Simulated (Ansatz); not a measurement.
What a trial cell of P relaxes into

Level of theory: Ansatz 0.2.0, DFT PBE, scalar-relativistic, plane waves, PAW. Cutoff 420 eV, Gaussian smearing, Γ-centred meshes. Cell and atoms relax first on a coarse mesh and then on a finer one. In between, the cell is made exact in the group found at 0.06 Å. In metals the finer mesh still leaves noise of several meV/atom or more. The steps can't lower the symmetry of their start. No spin polarisation.

Recipe of this trial structure of P: random cell by space group and Wyckoff sites (P4/mmm, No. 123). The dimensions are guesses.

```
P
1.0
     2.21278    0.00000    0.00000
     0.00000    2.21278    0.00000
     0.00000    0.00000    3.78335
P
1
Cartesian
  0.0000 0.0000 1.8917
```

Energies count from the standard state of P at the same level. The references include black phosphorus.

Problem. Where does the relaxation end?

Solution. The symmetry goes from P4/mmm (No. 123) to Pm-3m (No. 221). The end has the simple cubic type. The volume per atom shrinks by 21.1 %, from 18.5 to 14.6 Å³. The shortest distance goes from 2.21 Å (P–P) to 2.44 Å (P–P). The energy falls by about 0.55 eV/atom (the start's value is from the coarse mesh). The end is written in a standard setting, so origin, axes and order of atoms can differ from the start's. Conventional cell: a = 2.445 Å. P is surrounded by 6 P at 2.44 Å.

Space group Pm-3m (No. 221). a = 2.445 Å, b = 2.445 Å, c = 2.445 Å, α = 90.00°, β = 90.00°, γ = 90.00°
| atom | site | symmetry | x | y | z |
| --- | --- | --- | --- | --- | --- |
| P | 1a | m-3m | 0.0000 | 0.0000 | 0.0000 |

Problem. Give its energy and gap.

Solution. The energy over the standard state is +0.09 eV/atom and the gap on the 22×22×24 mesh of the 1-atom cell is 0 eV (a metal).

It lies above the standard state, so it could only be metastable.

The last run used Gaussian smearing of 0.10 eV. The reference form of P is held partly by dispersion forces, which this level lacks. A structure relaxed within its symmetry needn't be a true minimum. In all, the 4 runs took 71 s on 1 thread of Intel(R) Xeon(R) Platinum 8375C CPU @ 2.90GHz (Ice Lake), with other jobs on the host. Another cell of P relaxed alike, in R-3m, lies 48 meV/atom lower, so this cell isn't the stable form at this level.
